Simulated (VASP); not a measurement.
Input of a VASP 6.6.1 run:

The input INCAR:

```
  PREC = Accurate
  ENCUT = 520
  EDIFF = 1E-6
  ISMEAR = 0
  SIGMA = 0.01
  LREAL = False
  LASPH = True
  NELM = 60
  ALGO = Fast
  ISIF = 2
  LWAVE = False
  LCHARG = False
  GGA = PS
  NBANDS = 12
```

The input KPOINTS:

```
Automatic mesh
0
Gamma
  6 6 6
```

The input POSCAR:

```
LiCl
1.0
    3.2711235777      0.0000000000      0.0000000000
    0.0000000000      3.2711235777      0.0000000000
    0.0000000000      0.0000000000      3.2711235777
Li Cl
1 1
Direct
    0.0000000000      0.0000000000      0.0000000000
    0.5000000000      0.5000000000      0.5000000000
```

Potentials or basis: VASP PAW PBE potentials, release 64 (Li_sv, Cl).

The run is started by

```sh
$ cat potpaw_PBE.64/Li_sv/POTCAR potpaw_PBE.64/Cl/POTCAR > POTCAR
$ mpirun -np 1 vasp_std > vasp.out
```

Question: Predict the band gap on the k mesh.

Answer: 4.28 eV, indirect (least direct gap 5.09 eV).

 A k mesh can miss the band edges.
